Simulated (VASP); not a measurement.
CuO:

```xyz
2
Lattice="2.5526 0.0000 0.0000 0.0000 2.5526 0.0000 0.0000 0.0000 2.5526" Properties=species:S:1:pos:R:3 pbc="T T T"
Cu    0.0000    0.0000    0.0000
O     1.2763    1.2763    1.2763
```

Measurements of this composition are mostly on another form, of space group No. 15.

```yaml
Program: VASP 6.6.1
Task: relaxation of cell and atoms
Functional: r2SCAN
Potentials_or_basis: VASP PAW PBE potentials, release 64 (Cu, O)
Cutoff: 600 eV
k_mesh: 10 × 10 × 10
Occupations: gaussian, width 0.05 eV
Spin: no spin polarisation
```

At the start: pressure 12.5 GPa; volume 8.32 Å³/atom.

Task: Where does the relaxation end?

Result: Over 3 steps the energy falls by 17.3 meV/atom and the volume is 8.79 Å³/atom (+5.7 %); space group Pm-3m (No. 221, to 0.05 Å).

Step by step:
```
step  energy change (eV)  largest force (eV/Å)  pressure (GPa)  volume (Å³)
   1              0.0000                0.0000           12.50        16.63
   2             -0.0199                0.0000           -6.77        18.24
   3             -0.0347                0.0000           -0.03        17.57
```

Final structure:
```xyz
2
Lattice="2.5998 0.0000 0.0000 0.0000 2.5998 0.0000 0.0000 0.0000 2.5998" Properties=species:S:1:pos:R:3 pbc="T T T"
Cu    0.0000    0.0000    0.0000
O     1.2999    1.2999    1.2999
```

Caveat: the PAW data sets were made with another functional, which shifts forces and pressure a little; an odd number of electrons without spin polarisation forces a metal; a magnetic or distorted state may lie lower; the run has no spin polarisation, though such a crystal can be magnetic.
